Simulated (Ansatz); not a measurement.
Here is an Ansatz 0.2.0 calculation.

File input.yaml:

```yaml
crystal:
  lattice:
    - [2.7435, 1.5839604635, 4.8366666667]
    - [-2.7435, 1.5839604635, 4.8366666667]
    - [0.0, -3.167920927, 4.8366666667]
  atoms:
    - { symbol: In, position: [0.85731, 0.85731, 0.85731] }
    - { symbol: In, position: [0.64269, 0.64269, 0.64269] }
    - { symbol: In, position: [0.14269, 0.14269, 0.14269] }
    - { symbol: In, position: [0.35731, 0.35731, 0.35731] }
    - { symbol: O, position: [0.048, 0.75, 0.452] }
    - { symbol: O, position: [0.75, 0.452, 0.048] }
    - { symbol: O, position: [0.452, 0.048, 0.75] }
    - { symbol: O, position: [0.952, 0.25, 0.548] }
    - { symbol: O, position: [0.25, 0.548, 0.952] }
    - { symbol: O, position: [0.548, 0.952, 0.25] }
hamiltonian:
  xc: pbesol
  pseudopotentials: { kind: paw_fr }
magnetization:
  noncollinear: true
  spin_orbit: true
kpoints:
  mp_grid: { grid: [6, 6, 6] }
  band_path:
    path:
      - [[0.0, 0.0, 0.0], [0.5, 0.0, 0.0], [0.5, 0.2381665116, -0.2381665116]]
      - [[0.7618334884, 0.5, 0.2381665116], [0.5, 0.5, 0.5], [0.0, 0.0, 0.0], [0.3690832558, 0.0, -0.3690832558]]
      - [[0.6309167442, 0.3690832558, 0.0], [0.5, 0.5, 0.0], [0.6309167442, 0.6309167442, 0.2381665116], [0.5, 0.5, 0.5]]
      - [[0.5, 0.0, 0.0], [0.7618334884, 0.3690832558, 0.3690832558]]
    npoints: 10
scf:
  occupations: { method: fermi_dirac, width: 0.05 }
  n_extra_bands: 25
output:
  forces: true
  stress: true
  eigenvalues: true
  fatbands: false
```

Potentials or basis: Ansatz PAW.

Launch:

```bash
$ ansatz run input.yaml --threads 4 --pin off --max-ram 11264MiB --backend cpu --events-out ev --progress --plain --runs-dir out
```

(1) Estimate the band gap along the path.

(2) Estimate the band gap on the k mesh.

(3) Predict the pressure.

(4) Estimate the largest force.

## Answers

(1) 1.20 eV, indirect (least direct gap 1.24 eV).

(2) 1.20 eV, indirect (least direct gap 1.24 eV).

(3) 2.0 GPa.

(4) 0.156 eV/Å.

Caveat: the pressure holds a Pulay correction of +0.7 GPa for the finite cutoff; the PAW data sets come from PBE, with cores solved anew for the run's functional, which leaves a small shift of forces and pressure.

**The experiment to reproduce.**

“Fabrication and performance enhancement of an In2O3/BiVO4 heterojunction for N-butanol gas sensing applications”, 2024, pmc:11650617 reports, for a powder of In2O3: band gap 3.08 eV (optical).

Measured gap of In2O3: 3.08 eV (optical; powder; “Fabrication and performance enhancement of an In2O3/BiVO4 heterojunction for N-butanol gas sensing applications”, 2024, pmc:11650617). This calculation gives 1.20 eV (-1.88 eV). So large a miss can be the level of theory's own, or it may mean another phase, state or a wrong row. The value is that of PBEsol, without temperature or zero-point motion. Semilocal functionals fall short of measured gaps as a rule.
